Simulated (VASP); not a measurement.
TaN, 4 atoms in the cell. The typed cell holds 4 atoms: a = 2.922 Å, b = 2.922 Å, c = 5.917 Å, α = 90.00°, β = 90.00°, γ = 120.00°. The cell comes from a database or a generator and needn't be the stable form of this composition. The cell isn't the ideal one: atoms moved at random, drawn with an rms of 0.05 Å.

```yaml
Program: VASP 6.6.1
Task: single point
Functional: PBE
Potentials_or_basis: VASP PAW PBE potentials, release 64 (Ta_pv, N)
Cutoff: 520 eV
k_mesh: 10 × 10 × 5
Occupations: fermi-dirac, width 0.05 eV
Spin: no spin polarisation
Further_INCAR_settings: ALGO = Normal; EDIFF = 1e-07; NBANDS = 24
```

Potentials or basis: VASP PAW PBE potentials, release 64 (Ta_pv, N).

Run with:

```bash
$ cat potpaw_PBE.64/Ta_pv/POTCAR potpaw_PBE.64/N/POTCAR > POTCAR
$ mpirun -np 1 vasp_std > vasp.out
```

Hardware: 1 thread of Intel(R) Xeon(R) Platinum 8488C (Sapphire Rapids) (shared host).

**Question.** How long does it take, and how much memory?

**Answer.** Run time: 3.7 min on 1 thread of Intel(R) Xeon(R) Platinum 8488C (Sapphire Rapids), with other jobs on the host, peak memory 0.34 GiB. Counts: scf iterations 15, k points 252.
